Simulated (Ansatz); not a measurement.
Abridged Ansatz (a program for electronic structure) output:

```
Relaxation: its limit of steps is 50 (relax.max_steps)
Pseudopotential: Be, paw, valence charge 2
Pseudopotential: O, paw, valence charge 6
Crystal: 4 atoms, lattice volume = 27.650 Å³
Basis set: ecut = 420 eV, 549 PW (Γ), exchange–correlation on 40×36×60 points (8 copies of the dense FFT grid, shifted against one another)
Bands: 12, of which v1, the nominal top of the filled ones, is band 8 counted from 1 (7 counted from 0)
Symmetry: 4 space group operations
k-points: 285 of 1568 (time reversal used)
Functional: x = pbe(κ = 0.804, μ = 0.2195149727645171), c = pbe(β = 0.06672455060314922)
SCF iter   1: F=—  HF=-1326.399514 eV  |F-HF|=—  |Δ(HF+E_count)|=         —  Δρ=6.99e-4  dr2=1.49e-5  ethr=1.77e-3  ⟨swp⟩=6.0  Hψ=21262  notcnv=0
SCF iter   2: F=—  HF=-1326.399911 eV  |F-HF|=—  |Δ(HF+E_count)|=   3.97e-4  Δρ=3.95e-4  dr2=1.18e-5  ethr=9.34e-8  ⟨swp⟩=2.8  Hψ=8576  notcnv=0
SCF 1 converged in 7 iterations: F = -1326.400115 eV  dr2 = 2.06e-12
relax step   1: F+E_penalty+E_count = -1326.40011520 eV  Δ(F+E_penalty+E_count) = +0.000e0 eV  max|allowed force component| = 8.061e-2 eV/Å  Δτ_max = 0.0000 Å  (7 SCF iters, accepted)
Crystal: 4 atoms, lattice volume = 27.650 Å³
SCF iter   1: F=—  HF=-1326.400202 eV  |F-HF|=—  |Δ(HF+E_count)|=         —  Δρ=4.35e-4  dr2=4.18e-5  ethr=2.65e-7  ⟨swp⟩=2.0  Hψ=14576  notcnv=0
SCF iter   2: F=—  HF=-1326.400390 eV  |F-HF|=—  |Δ(HF+E_count)|=   1.88e-4  Δρ=1.73e-4  dr2=5.02e-6  ethr=2.61e-7  ⟨swp⟩=2.0  Hψ=5267  notcnv=0
SCF 2 converged in 5 iterations: F = -1326.400389 eV  dr2 = 2.06e-10
relax step   2: F+E_penalty+E_count = -1326.40038870 eV  Δ(F+E_penalty+E_count) = -2.735e-4 eV  max|allowed force component| = 5.418e-2 eV/Å  Δτ_max = 0.0026 Å  (5 SCF iters, accepted)
Crystal: 4 atoms, lattice volume = 27.650 Å³
SCF iter   1: F=—  HF=-1326.400541 eV  |F-HF|=—  |Δ(HF+E_count)|=         —  Δρ=7.48e-4  dr2=1.35e-4  ethr=4.23e-6  ⟨swp⟩=2.0  Hψ=11377  notcnv=0
SCF iter   2: F=—  HF=-1326.400490 eV  |F-HF|=—  |Δ(HF+E_count)|=   5.06e-5  Δρ=2.72e-4  dr2=1.52e-5  ethr=8.44e-7  ⟨swp⟩=2.0  Hψ=7393  notcnv=0
SCF 3 converged in 6 iterations: F = -1326.400688 eV  dr2 = 1.87e-11
relax step   3: F+E_penalty+E_count = -1326.40068828 eV  Δ(F+E_penalty+E_count) = -2.996e-4 eV  max|allowed force component| = 5.038e-3 eV/Å  Δτ_max = 0.0033 Å  (6 SCF iters, accepted)
Crystal: 4 atoms, lattice volume = 27.650 Å³
SCF iter   1: F=—  HF=-1326.400492 eV  |F-HF|=—  |Δ(HF+E_count)|=         —  Δρ=8.08e-5  dr2=1.13e-6  ethr=3.05e-7  ⟨swp⟩=2.0  Hψ=10251  notcnv=0
SCF iter   2: F=—  HF=-1326.400692 eV  |F-HF|=—  |Δ(HF+E_count)|=   2.01e-4  Δρ=3.26e-5  dr2=1.55e-7  ethr=7.05e-9  ⟨swp⟩=2.3  Hψ=7690  notcnv=0
SCF 4 converged in 5 iterations: F = -1326.400692 eV  dr2 = 2.24e-11
relax step   4: F+E_penalty+E_count = -1326.40069242 eV  Δ(F+E_penalty+E_count) = -4.146e-6 eV  max|allowed force component| = 5.051e-4 eV/Å  Δτ_max = 0.0006 Å  (5 SCF iters, accepted)
SCF converged after 5 iterations
Free energy (F): -1326.400692 eV
Internal energy: -1326.400692 eV  (E = F + TS)
E sigma→0 (E₀):  -1326.400692 eV
Fermi energy:    9.770509 eV
--- Forces (eV/Å), atoms counted from 1 ---
  atom   1  Be     0.00000000    -0.00050515     0.00010312
  atom   2  Be    -0.00000000     0.00050515     0.00010312
  atom   3  O      0.00000000    -0.00011279    -0.00013389
  atom   4  O     -0.00000000     0.00011279    -0.00013389
--- Stress (GPa, compression-positive) ---
        1.795488      -0.000000       0.000000
       -0.000000       6.301015       0.000000
        0.000000       0.000000       1.200166
  P = ⅓ Tr σ = 3.0989 GPa (30.989 kbar)
--- Relaxed structure (4 steps of the walk, 4 accepted, 0 SCFs on fresh bases) ---
  atoms:
    - { symbol: Be, position: [0.6668184751561502, 0.3336369503123008, 0.0011266856467246876] }
    - { symbol: Be, position: [0.3331815248438495, 0.6663630496876991, 0.5011266856467246] }
    - { symbol: O, position: [0.6678565724139457, 0.33571314482789166, 0.6240733143532753] }
    - { symbol: O, position: [0.33214342758605414, 0.6642868551721084, 0.12407331435327532] }
```

Problem. What was computed, and what are the main results?

Solution. BeO, 4 atoms in the cell, with PBE, PAW, 420 eV (Ansatz; without spin-orbit coupling). The last SCF converged to F = -1326.400692 eV, or -331.6002 eV per atom, at a pressure of 3.10 GPa. The total energy compares only with runs of the same code, potentials and settings.

The cells carry an imposed strain or load. Whether these cells are dynamically stable was not tested. The cell was made from BeO in the wurtzite structure (space group P6_3mc, No. 186) by this change: uniaxial strain ε_yy = −1.43 %.

Keys are those of Ansatz 0.2.
